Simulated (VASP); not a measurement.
Here is the system:

```yaml
crystal:
  lattice:
    - [0.00000, 3.14058, 3.14058]
    - [3.14058, 0.00000, 3.14058]
    - [3.14058, 3.14058, 0.00000]
  atoms:
    - { symbol: Al, position: [0.00000, 0.00000, 0.00000] }
    - { symbol: Sb, position: [0.25000, 0.25000, 0.25000] }
```

Computed with RPBE GGA, VASP's PBE PAW potentials (set 64) (plane waves; VASP). Run with 520 eV cut-off, 8×8×8 Γ-centred mesh, tetrahedra with Blöchl corrections, potentials Al Sb.

Unless said otherwise, spin-orbit coupling is left out, though it shifts the bands of the heavy elements here.

Q: Predict the energy per atom (σ→0), band gap (on the k-mesh) with the smallest direct gap where there is one.

A: 
The band gap (on the k-mesh) is 1.18 eV, the smallest direct gap (on the k-mesh) is 1.18 eV and the energy per atom (σ→0) is -3.831 eV/atom.

Only differences to runs with the same potentials and settings are physical.

The compound is AlSb in the zinc blende structure. It was relaxed first, which changed the volume by +7 %.
